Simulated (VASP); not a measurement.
Write the native input for VASP 6.6.1 that does the following.

- Task: relaxation of cell and atoms
- Functional: PBE
- Dispersion: D3(BJ)
- Potentials or basis: VASP PAW PBE potentials, release 64 (S, Sn_d)
- Cutoff: 600 eV
- k mesh: 12 × 12 × 1
- Occupations: gaussian, width 0.03 eV
- Spin: no spin polarisation
- Further INCAR settings: ALGO = Normal; EDIFF = 1e-06; IBRION = 2; EDIFFG = -0.01; NSW = 90; ISIF = 3

The structure of SnS2 lies in POSCAR:

```
SnS2
1.0
    3.6390000000      0.0000000000      0.0000000000
   -1.8195000000      3.1514664400      0.0000000000
    0.0000000000      0.0000000000     20.9340000000
S Sn
2 1
Direct
    0.6666666700      0.3333333300      0.4299226100
    0.3333333300      0.6666666700      0.5700773900
    0.0000000000      0.0000000000      0.5000000000
```

One way to write it, as run:

INCAR

```
SYSTEM = SnS2
  PREC = Accurate
  ENCUT = 600
  EDIFF = 1E-6
  ISMEAR = 0
  SIGMA = 0.03
  LREAL = .False.
  LASPH = .True.
  NELM = 80
  ALGO = Normal
  ISIF = 3
  LWAVE = .False.
  LCHARG = .False.
  GGA = PE
  IVDW = 12
  IBRION = 2
  NSW = 90
  EDIFFG = -0.01
  LATTICE_CONSTRAINTS = .TRUE. .TRUE. .FALSE.
```

KPOINTS

```
regular mesh
0
Gamma
  12 12 1
  0 0 0
```

Potentials or basis: VASP PAW PBE potentials, release 64 (S, Sn_d).

Command:

```bash
$ cat potpaw_PBE.64/S/POTCAR potpaw_PBE.64/Sn_d/POTCAR > POTCAR
$ mpirun -np 1 vasp_std > vasp.out
```

Results of the run:

- Relaxed volume: 81.09 Å³/atom
- Relaxed cell: a = 3.663 Å, b = 3.663 Å, c = 20.934 Å, α = 90.00°, β = 90.00°, γ = 120.00°
- Space group after relaxing (to 0.05 Å): P-3m1 (No. 164)
- Energy gained by relaxing: 3.3 meV/atom
- Ionic steps: 6
- Largest force after relaxing: 0.003 eV/Å
- Band gap on the k mesh: 1.58 eV, indirect (least direct gap 1.83 eV)
- Dispersion energy per atom: -0.232 eV

Caveat: spin-orbit coupling is left out, which moves the levels of the heavy elements.

Wall time 6 min on 1 thread of Intel(R) Xeon(R) Platinum 8375C CPU @ 2.90GHz (Ice Lake) (shared host), peak memory 0.48 GiB.
